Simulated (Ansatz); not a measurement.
# EuO (Fm-3m): an equation of state far from equilibrium

One table from this session's results is given with a row withheld; the runs are named, their logs left out.

Program: Ansatz 0.2.0. Level of theory: DFT PBE+U (U_eff = 6 eV on Eu 4f), scalar-relativistic, plane waves, PAW. These are calculated values, not measurements.

**The starting structure**

The structure is cubic, space group Fm-3m (No. 225). The conventional cell has a = 5.177 Å, b = 5.177 Å, c = 5.177 Å, α = 90.00°, β = 90.00°, γ = 90.00°. Around Eu (site symmetry m-3m) lie 6 O at 2.59 Å. Around O (site symmetry m-3m) lie 6 Eu at 2.59 Å.

Structure file:

```cif
data_structure
_symmetry_space_group_name_H-M 'P 1'
_symmetry_Int_Tables_number 1
_cell_length_a 3.6604
_cell_length_b 3.6604
_cell_length_c 3.6604
_cell_angle_alpha 60.000
_cell_angle_beta 60.000
_cell_angle_gamma 60.000
_cell_volume 34.68
loop_
_atom_site_label
_atom_site_type_symbol
_atom_site_fract_x
_atom_site_fract_y
_atom_site_fract_z
_atom_site_occupancy
Eu1 Eu 0.00000 0.00000 0.00000 1
O1 O 0.50000 0.50000 0.50000 1
```

An earlier run at PBE+U (U_eff = 6 eV on Eu 4f) left this cell at 17.340 Å³/atom and 0.00 GPa (10×10×10 mesh).

The first run:

Contents of input.yaml:

```yaml
crystal:
  lattice:
    - [0.0, 2.5533150581, 2.5533150581]
    - [2.5533150581, 0.0, 2.5533150581]
    - [2.5533150581, 2.5533150581, 0.0]
  atoms:
    - { symbol: Eu, position: [0.0, 0.0, 0.0], spin: 7.44 }
    - { symbol: O, position: [0.5, 0.5, 0.5] }
basis:
  ecutwfc: 420
  ecutrho_ratio: 4
kpoints:
  mp_grid: { grid: [10, 10, 10] }
hamiltonian:
  xc: pbe
  hubbard:
    sites:
      - { species: Eu, l: f, u_eff: 6.0, starting_ns: start.occupation_matrices }
    ns_hold: { iters: 6 }
scf:
  occupations: { method: gaussian, width: 0.05 }
  lower_state_search: "off"
output:
  forces: true
  stress: true
  eigenvalues: true
  populations: true
  hubbard: { sites: [{ species: Eu, l: f }] }
magnetization:
  spin_polarized: true
```

The open shells start from the occupation matrices of the run at the neighbouring geometry (file start.occupation_matrices).

Launch:

```sh
$ ansatz run input.yaml --threads 4 --pin off --max-ram 10240MiB --backend cpu --events-out ev --progress --plain --runs-dir out
```

Steps of the session up to this table: Volume × 0.96; Volume × 1.04; Volume × 0.92; Volume × 0.88; Volume × 0.84; Volume × 0.8; Volume × 0.76; Volume × 0.72.

One of the session's tables, all rows but one given; the rest of the session is left out.

```
volume (Å³/atom)  energy above the lowest (meV/atom)  pressure (GPa)  gap on the mesh (eV)  largest moment (μB)
          12.485                               656.9            58.6                  0.00                 6.55
          13.178                               437.4            43.4                  0.00                 6.59
          13.872                               276.8            31.3                  0.00                 6.63
          14.565                               162.4            21.9                  0.00                 6.66
          15.259                                84.2            14.5                  0.00                 6.69
          15.953                                34.6             8.6                  0.00                 6.72
          16.646                                   ?               ?                     ?                    ?
          17.340                                 0.0             0.0                  0.39                 6.76
          18.033                                 7.0            -3.1                  0.59                 6.78
```

Estimate the missing values for volume (Å³/atom) = 16.646.

Worked estimate for «energy above the lowest (meV/atom)». A straight line through the neighbours (15.953, 34.6) and (17.340, 0.0) gives 34.6 + (0.0 − 34.6) × (16.646 − 15.953) / (17.340 − 15.953) = 17.3; a parabola fitted to 4 rows on both sides gives 7.9.

**Answer.** energy above the lowest (meV/atom): 8.1; pressure (GPa): 3.9; gap on the mesh (eV): 0.17; largest moment (μB): 6.74. In «energy above the lowest (meV/atom)» the line misses by +9.2 and the parabola by -0.2.

Limits of these values: Other structures may be lower in enthalpy at these pressures. Warnings in the runs' records: filled band counts differ across k points.
